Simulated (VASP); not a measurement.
# BeTe: relaxation of cell and atoms with PBE

BeTe:

```
CELL_PARAMETERS angstrom
0.00000 2.77000 2.77000
2.77000 0.00000 2.77000
2.77000 2.77000 0.00000
ATOMIC_POSITIONS crystal
Te 0.75000 0.75000 0.75000
Be 0.00000 0.00000 0.00000
```

```
Program                : VASP 6.6.1
Task                   : relaxation of cell and atoms
Functional             : PBE
Potentials or basis    : VASP PAW PBE potentials, release 64 (Te_GW, Be_sv_GW)
Cutoff                 : 680 eV
k mesh                 : 8 × 8 × 8
Occupations            : fermi-dirac, width 0.05 eV
Spin                   : no spin polarisation
Further INCAR settings : ALGO = Normal; EDIFF = 1e-06; IBRION = 2; EDIFFG = -0.01; NSW = 60; ISIF = 3
```

| Property | Result |
| --- | --- |
| Relaxed volume | 22.54 Å³/atom |
| Relaxed cell | a = 3.995 Å, b = 3.995 Å, c = 3.995 Å, α = 60.00°, β = 60.00°, γ = 60.00° |
| Space group after relaxing (to 0.05 Å) | F-43m (No. 216) |
| Energy gained by relaxing | 15.5 meV/atom |
| Ionic steps | 3 |
| Pressure after relaxing | 0.0 GPa |
| Band gap on the k mesh | 2.00 eV, indirect (least direct gap 3.62 eV) |

The path:
```
step  energy change (eV)  largest force (eV/Å)  pressure (GPa)  volume (Å³)
   1              0.0000                0.0000            4.02        42.51
   2             -0.0284                0.0000           -1.03        45.88
   3             -0.0310                0.0000            0.01        45.08
```

Final structure:
```
Te Be
1.0
     0.00000    2.82480    2.82480
     2.82480    0.00000    2.82480
     2.82480    2.82480    0.00000
Te Be
1 1
Direct
  0.75000 0.75000 0.75000
  0.00000 0.00000 0.00000
```

Levels at points of the mesh, in eV from the valence-band top:
| k point | band 2 | band 3 | band 4 | band 5 | band 6 | band 7 | band 8 | band 9 |
| --- | --- | --- | --- | --- | --- | --- | --- | --- |
| (0.00, 0.00, 0.00) | -12.24 | 0.00 | 0.00 | 0.00 | 3.62 | 3.62 | 3.62 | 3.75 |
| (0.50, 0.00, 0.00) | -10.92 | -5.48 | -1.12 | -1.12 | 3.05 | 4.61 | 4.61 | 7.83 |
| (0.50, 0.50, 0.00) | -10.43 | -5.07 | -2.61 | -2.61 | 2.00 | 2.68 | 9.67 | 9.67 |

Run time: 37 s on 1 thread of AMD EPYC 7R13 Processor (Zen 3) (shared host), peak memory 0.19 GiB.

Caveat: spin-orbit coupling is left out, which moves the levels of the heavy elements. Zero-point motion and thermal expansion aren't in these numbers.
